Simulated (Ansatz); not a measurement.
# CuO (P-6m2) in Ansatz: further runs

One crystal, CuO, is run at these levels: PBE; tasks: single point, equation of state.

Everything below comes from runs of Ansatz 0.2.0. Logs are shortened: lines on timing, memory, paths and dates and some standing lists are left out, and cuts for length are marked.

### Step 1. Starting point

The structure is hexagonal, space group P-6m2 (No. 187). Conventional cell: a = 2.836 Å, b = 2.836 Å, c = 2.768 Å, α = 90.00°, β = 90.00°, γ = 120.00°. Around Cu (site symmetry -6m2) lie 6 O at 2.14 Å. O (site symmetry -6m2) is surrounded by 6 Cu at 2.14 Å.

Measurements of this composition are mostly on another form, of space group No. 15.

### Step 2. Single point, PBE, 9.06 Å³/atom (volume scaled by 0.94)

Contents of input.yaml:

```yaml
crystal:
  lattice:
    - [2.7784246776, 0.0, 0.0]
    - [-1.3892123339, 2.4061863546, 0.0]
    - [0.0, 0.0, 2.7116048266]
  atoms:
    - { symbol: Cu, position: [0.0, 0.0, 0.0] }
    - { symbol: O, position: [0.6666666667, 0.3333333333, 0.5] }
hamiltonian:
  xc: pbe
  pseudopotentials: { kind: nc }
kpoints:
  mp_grid: { grid: [11, 11, 10] }
scf:
  occupations: { method: fermi_dirac, width: 0.05 }
output:
  forces: true
  stress: true
  eigenvalues: true
```

Potentials or basis: Ansatz NC.

Run with:

```sh
> ansatz run input.yaml --threads 2 --pin off --max-ram 5632MiB --backend cpu --events-out ev --progress --plain --runs-dir out
```

Output:

```text
Warning: RAYON_NUM_THREADS=2 ignored (pool sized by the plan → 2); use --threads N
Engine: ansatz 0.2.0, aarch64-unknown-linux-gnu
Pseudopotentials: kind: nc
Pseudopotential: Cu, nc, valence charge 19, recommended cutoff 1251.723767 eV (normal), Cu.nc.azcp
Pseudopotential: O, nc, valence charge 6, recommended cutoff 1240 eV (normal), O.nc.azcp
Functional definition: PBE
  parameter kappa = 0.804
  parameter beta = 0.06672455060314922
  exchange = pbe_x(kappa = kappa, mu = beta*pi^2/3)
  correlation = pbe_c(beta = beta)
Crystal: 2 atoms, lattice volume = 18.128 Å³
Basis set: ecut = 1251.723767 eV, 1803 PW (Γ), exchange–correlation on 72×72×64 points (8 copies of the dense FFT grid, shifted against one another)
Bands: 17, of which v1, the nominal top of the filled ones, is band 13 counted from 1 (12 counted from 0)
Symmetry: 12 space group operations
Space group: P-6m2 (ITA 187), of the structure as read, at distance tolerance 2.6e-5 Å
k-points: 96 of 1210 (time reversal used)
Non-local potential: Cu, projectors of the file, l = 0: 2, l = 1: 2, l = 2: 2, l = 3: 1
Non-local potential: O, projectors of the file, l = 0: 2, l = 1: 2, l = 2: 1
Initial density: superposition of atomic densities (chi_scale 0.1, normalization cell, long waves kept (reshape's long-wave potential 0.00 eV rms))
Initial wavefunctions: pseudopotential atomic-orbital guess
Functional: x = pbe(κ = 0.804, μ = 0.2195149727645171), c = pbe(β = 0.06672455060314922)
SCF iter   1: F=—  HF=-5625.901135 eV  |F-HF|=—  |Δ(HF+E_count)|=         —  Δρ=9.45e-2  dr2=5.62e-1  ethr=3.10e-3  ⟨swp⟩=4.8  Hψ=7353  notcnv=0
preconditioner: auto → none  [metal: Δε(μ)=0.004 eV  Ē_g=15.590 eV  σ=0.050 eV  W_gap=0.02  n_scr=8 (ndim 8)  ℏωp=36.0 eV  f_vac=0.000  D(μ)=2.59/eV (n_scr^D=40)  sad-step TF]
SCF iter   2: F=—  HF=-5625.806276 eV  |F-HF|=—  |Δ(HF+E_count)|=   9.49e-2  Δρ=3.87e-2  dr2=1.16e-1  ethr=2.25e-3  ⟨swp⟩=2.9  Hψ=3545  notcnv=0
SCF iter   3: F=—  HF=-5625.794201 eV  |F-HF|=—  |Δ(HF+E_count)|=   1.21e-2  Δρ=2.49e-2  dr2=4.38e-2  ethr=4.64e-4  ⟨swp⟩=2.4  Hψ=2543  notcnv=0
SCF iter   4: F=—  HF=-5625.788994 eV  |F-HF|=—  |Δ(HF+E_count)|=   5.21e-3  Δρ=1.08e-2  dr2=6.92e-3  ethr=1.75e-4  ⟨swp⟩=2.0  Hψ=2675  notcnv=0
SCF iter   5: F=—  HF=-5625.788071 eV  |F-HF|=—  |Δ(HF+E_count)|=   9.23e-4  Δρ=2.41e-3  dr2=2.90e-4  ethr=2.77e-5  ⟨swp⟩=2.1  Hψ=2743  notcnv=0
SCF iter   6: F=—  HF=-5625.788119 eV  |F-HF|=—  |Δ(HF+E_count)|=   4.82e-5  Δρ=3.90e-4  dr2=9.30e-6  ethr=1.16e-6  ⟨swp⟩=2.0  Hψ=2322  notcnv=0
SCF iter   7: F=—  HF=-5625.788103 eV  |F-HF|=—  |Δ(HF+E_count)|=   1.57e-5  Δρ=4.14e-5  dr2=7.05e-8  ethr=4.00e-10  ⟨swp⟩=4.0  Hψ=8757  notcnv=0
SCF iter   8: F=-5625.788103 eV  HF=-5625.788103 eV  |F-HF|=6.73e-11  |Δ(HF+E_count)|=   1.02e-7  Δρ=4.82e-6  dr2=1.32e-9  ethr=2.82e-10  ⟨swp⟩=2.6  Hψ=5960  notcnv=0
SCF 1 converged in 8 iterations: F = -5625.788103 eV  dr2 = 1.32e-9
SCF converged after 8 iterations
Free energy (F): -5625.788103 eV
Harris-Foulkes:  -5625.788103 eV  (|F-HF|=6.73e-11)
Internal energy: -5625.765263 eV  (E = F + TS)
E sigma→0 (E₀):  -5625.776683 eV
Entropy (-TS):   -0.022841 eV (-11.420 meV/atom)
Fermi energy:    14.228200 eV
--- Per-component energies (eV) ---
  E_band       = -367.885293
  E_kinetic    = 2694.121802
  E_local      = -4733.182245  (includes V_loc(G=0)·N_el)
  E_nonlocal   = -997.115672
  E_hartree    = 1727.286960
  E_xc         = -762.478780
  E_vxc        = -786.280819  (∫ρ·V_xc dr)
  E_ewald      = -3554.397326
  E_smearing   = -0.022841  (= −TS)
  E_closure    = 0.000000  (closes the sum)
  Σ components = -5625.788103   (vs F -5625.788103, Δ=0.00e0)
--- Forces (eV/Å), atoms counted from 1 ---
  atom   1  Cu     0.00000000     0.00000000     0.00000000
  atom   2  O     -0.00000000    -0.00000000     0.00000000
  max |Σ_I F_I| component: 2.96e-16 eV/Å
--- Stress (GPa, compression-positive) ---
       14.113401       0.000000      -0.000000
        0.000000      14.113401       0.000000
       -0.000000       0.000000       5.918344
  P = ⅓ Tr σ = 11.3817 GPa (113.817 kbar)
--- Band table (eV; the first three rows and the last of 96) ---
  k-point 0: bands = ["-97.9592", "-55.4711", "-55.2643", "-55.2643", "-5.5481", "10.3402", "10.3402", "10.7614", "11.3509", "12.3757", "12.3757", "14.0785", "14.0785", "15.5715", "29.6313", "31.3344", "31.3344"]
  k-point 1: bands = ["-97.9590", "-55.4738", "-55.2641", "-55.2641", "-5.4561", "9.9898", "10.3873", "10.3873", "11.5728", "12.2880", "12.2880", "14.1041", "14.1041", "16.1690", "29.0508", "31.5727", "31.5727"]
  k-point 2: bands = ["-97.9585", "-55.4811", "-55.2635", "-55.2635", "-5.2024", "8.6054", "10.5093", "10.5093", "11.8873", "12.0956", "12.0956", "14.1333", "14.1333", "17.4186", "27.5595", "32.2791", "32.2791"]
  k-point 95: bands = ["-97.9543", "-55.4953", "-55.2861", "-55.2803", "-3.4516", "7.9573", "8.0553", "9.6441", "11.9202", "12.5804", "12.6968", "13.6783", "14.7815", "20.2524", "22.4070", "27.2660", "29.7231"]
```

Wall time 8 s (2 threads of Arm Neoverse V1, shared host); peak memory 0.35 GiB.

What came out:

```
Free energy            : -5625.7881 eV
Pressure               : 11.4 GPa
Band gap on the k mesh : none (metal or under the smearing width)
```

Caveat: an odd number of electrons without spin polarisation forces a metal; a magnetic or distorted state may lie lower; the run has no spin polarisation, though such a crystal can be magnetic; semilocal functionals often make such compounds metallic where correlation or magnetic order opens a gap, which also shifts bond lengths.

### Step 3. Single point, PBE, 9.26 Å³/atom (volume scaled by 0.96)

Edit input.yaml of step 2 so:

```diff
@@ -2,5 +2,5 @@
   lattice:
-    - [2.7784246776, 0.0, 0.0]
-    - [-1.3892123339, 2.4061863546, 0.0]
-    - [0.0, 0.0, 2.7116048266]
+    - [2.7979916932, 0.0, 0.0]
+    - [-1.3989958417, 2.4231318872, 0.0]
+    - [0.0, 0.0, 2.7307012645]
   atoms:
```

Potentials or basis: Ansatz NC.

Run with:

```sh
> ansatz run input.yaml --threads 2 --pin off --max-ram 5632MiB --backend cpu --events-out ev --progress --plain --runs-dir out
```

Run time: 8 s. Hardware: 2 threads of Arm Neoverse V1, shared host; peak memory 0.36 GiB.

The run converged. Its results:

* Free energy: -5625.8100 eV
* Pressure: 6.9 GPa
* Band gap on the k mesh: none (metal or under the smearing width)

Caveat: an odd number of electrons without spin polarisation forces a metal; a magnetic or distorted state may lie lower; the run has no spin polarisation, though such a crystal can be magnetic; semilocal functionals often make such compounds metallic where correlation or magnetic order opens a gap, which also shifts bond lengths.

### Step 4. Single point, PBE, 9.45 Å³/atom (volume scaled by 0.98)

Edit input.yaml of step 3 so:

```diff
@@ -2,5 +2,5 @@
   lattice:
-    - [2.7979916932, 0.0, 0.0]
-    - [-1.3989958417, 2.4231318872, 0.0]
-    - [0.0, 0.0, 2.7307012645]
+    - [2.8172887974, 0.0, 0.0]
+    - [-1.4086443937, 2.4398436697, 0.0]
+    - [0.0, 0.0, 2.7495342821]
   atoms:
```

Run with:

```sh
> ansatz run input.yaml --threads 2 --pin off --max-ram 5632MiB --backend cpu --events-out ev --progress --plain --runs-dir out
```

Run time: 8.1 s. Hardware: 2 threads of Arm Neoverse V1, shared host; peak memory 0.36 GiB.

Results (log left out):

```
Free energy            : -5625.8218 eV
Pressure               : 2.9 GPa
Band gap on the k mesh : none (metal or under the smearing width)
```

Caveat: an odd number of electrons without spin polarisation forces a metal; a magnetic or distorted state may lie lower; the run has no spin polarisation, though such a crystal can be magnetic; semilocal functionals often make such compounds metallic where correlation or magnetic order opens a gap, which also shifts bond lengths.

### Step 5. Single point, PBE, 9.64 Å³/atom

Edit input.yaml of step 4 so:

```diff
@@ -2,5 +2,5 @@
   lattice:
-    - [2.8172887974, 0.0, 0.0]
-    - [-1.4086443937, 2.4398436697, 0.0]
-    - [0.0, 0.0, 2.7495342821]
+    - [2.83632511, 0.0, 0.0]
+    - [-1.41816255, 2.4563296, 0.0]
+    - [0.0, 0.0, 2.76811278]
   atoms:
```

Run with:

```sh
> ansatz run input.yaml --threads 2 --pin off --max-ram 5632MiB --backend cpu --events-out ev --progress --plain --runs-dir out
```

Run time: 6.8 s. Hardware: 2 threads of Arm Neoverse V1, shared host; peak memory 0.36 GiB.

Results (log left out):

- Free energy: -5625.8245 eV
- Pressure: -0.6 GPa
- Band gap on the k mesh: none (metal or under the smearing width)

Caveat: an odd number of electrons without spin polarisation forces a metal; a magnetic or distorted state may lie lower; the run has no spin polarisation, though such a crystal can be magnetic; semilocal functionals often make such compounds metallic where correlation or magnetic order opens a gap, which also shifts bond lengths.

### Step 6. Single point, PBE, 9.84 Å³/atom (volume scaled by 1.02)

Edit input.yaml of step 5 so:

```diff
@@ -2,5 +2,5 @@
   lattice:
-    - [2.83632511, 0.0, 0.0]
-    - [-1.41816255, 2.4563296, 0.0]
-    - [0.0, 0.0, 2.76811278]
+    - [2.8551092674, 0.0, 0.0]
+    - [-1.4275546287, 2.4725971575, 0.0]
+    - [0.0, 0.0, 2.786445187]
   atoms:
```

Potentials or basis: Ansatz NC.

Run with:

```sh
> ansatz run input.yaml --threads 2 --pin off --max-ram 5632MiB --backend cpu --events-out ev --progress --plain --runs-dir out
```

It took 9.7 s on 2 threads of Arm Neoverse V1, shared host; peak memory 0.38 GiB.

Results (log left out):

| Item | Value |
| --- | --- |
| Free energy | -5625.8192 eV |
| Pressure | -3.8 GPa |
| Band gap on the k mesh | none (metal or under the smearing width) |

Caveat: an odd number of electrons without spin polarisation forces a metal; a magnetic or distorted state may lie lower; the run has no spin polarisation, though such a crystal can be magnetic; semilocal functionals often make such compounds metallic where correlation or magnetic order opens a gap, which also shifts bond lengths.

### Step 7. Single point, PBE, 10.03 Å³/atom (volume scaled by 1.04)

Edit input.yaml of step 6 so:

```diff
@@ -2,5 +2,5 @@
   lattice:
-    - [2.8551092674, 0.0, 0.0]
-    - [-1.4275546287, 2.4725971575, 0.0]
-    - [0.0, 0.0, 2.786445187]
+    - [2.8736494575, 0.0, 0.0]
+    - [-1.4368247237, 2.4886534331, 0.0]
+    - [0.0, 0.0, 2.8045394939]
   atoms:
```

Run with:

```sh
> ansatz run input.yaml --threads 2 --pin off --max-ram 5632MiB --backend cpu --events-out ev --progress --plain --runs-dir out
```

It took 7.5 s on 2 threads of Arm Neoverse V1, shared host; peak memory 0.37 GiB.

It converged, with:

- Free energy: -5625.8067 eV
- Pressure: -6.6 GPa
- Band gap on the k mesh: none (metal or under the smearing width)

Caveat: an odd number of electrons without spin polarisation forces a metal; a magnetic or distorted state may lie lower; the run has no spin polarisation, though such a crystal can be magnetic; semilocal functionals often make such compounds metallic where correlation or magnetic order opens a gap, which also shifts bond lengths.

### Step 8. Single point, PBE, 10.22 Å³/atom (volume scaled by 1.06)

Edit input.yaml of step 7 so:

```diff
@@ -2,5 +2,5 @@
   lattice:
-    - [2.8736494575, 0.0, 0.0]
-    - [-1.4368247237, 2.4886534331, 0.0]
-    - [0.0, 0.0, 2.8045394939]
+    - [2.8919534507, 0.0, 0.0]
+    - [-1.4459767203, 2.5045051563, 0.0]
+    - [0.0, 0.0, 2.8224032844]
   atoms:
```

Run with:

```sh
> ansatz run input.yaml --threads 2 --pin off --max-ram 5632MiB --backend cpu --events-out ev --progress --plain --runs-dir out
```

Run time: 7.8 s. Hardware: 2 threads of Arm Neoverse V1, shared host; peak memory 0.37 GiB.

It converged, with:

```yaml
Free_energy: -5625.7878 eV
Pressure: -9.1 GPa
Band_gap_on_the_k_mesh: none (metal or under the smearing width)
```

Caveat: an odd number of electrons without spin polarisation forces a metal; a magnetic or distorted state may lie lower; the run has no spin polarisation, though such a crystal can be magnetic; semilocal functionals often make such compounds metallic where correlation or magnetic order opens a gap, which also shifts bond lengths.

### Step 9. Equation of state, PBE

Potentials or basis: Ansatz NC.

No new run: the results of the series are fitted here.

What came out:

```
Equilibrium volume                        : 9.61 Å³/atom
Bulk modulus at fixed shape and positions : 170 GPa
Pressure derivative of the bulk modulus   : 4.8
```

Energy against volume, from the lowest point:
| volume (Å³/atom) | energy (meV/atom) |
| --- | --- |
| 9.064 | 18.21 |
| 9.257 | 7.24 |
| 9.450 | 1.36 |
| 9.643 | 0.00 |
| 9.836 | 2.67 |
| 10.028 | 8.92 |
| 10.221 | 18.36 |

Caveat: the cell was scaled at fixed shape and fractional positions, which overstates the stiffness of a crystal with free parameters, most of all of layers and chains; the run has no spin polarisation, though such a crystal can be magnetic.
